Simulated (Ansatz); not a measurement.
## Structure relaxation of Si₃O

These are results of DFT PBE, scalar-relativistic, plane waves, PAW (Ansatz 0.2.0), not measurements. Cutoff 420 eV, Γ-centred k mesh, Gaussian smearing, no spin polarisation in the final step.

A relaxed cell is given with its space group left out.

```xyz
4
Lattice="3.7415 0.0000 0.0000 0.0000 3.7415 0.0000 0.0000 0.0000 3.7415" Properties=species:S:1:pos:R:3 pbc="T T T"
Si    0.0000    1.8708    1.8708
Si    1.8708    0.0000    1.8708
Si    1.8708    1.8708    0.0000
O     0.0000    0.0000    0.0000
```

The zero of energy is the elements' standard structures at the same level (O₂ as a molecule); no fitted shifts are applied.

(1) What space group does it have?

(2) What is its formation energy per atom?

(3) Is it a metal?

## Answers

(1) Pm-3m (No. 221). Conventional cell: a = 3.742 Å. Si has 4 O at 2.65 Å and 8 Si at 2.65 Å; O has 12 Si at 2.65 Å.

(2) 0.51 eV/atom.

(3) Yes, bands cross the Fermi level on the 12×12×12 mesh.

The final run used a 12×12×12 mesh on its 4-atom cell and 0.10 eV smearing. The k mesh leaves about 4 meV/atom of noise in metals. The cell came from a trial start, so Si₃O may not exist in this structure.

Cost: 5 runs of about 28 core-minutes in all, on Intel Xeon Platinum 8488C (Sapphire Rapids) (shared hosts).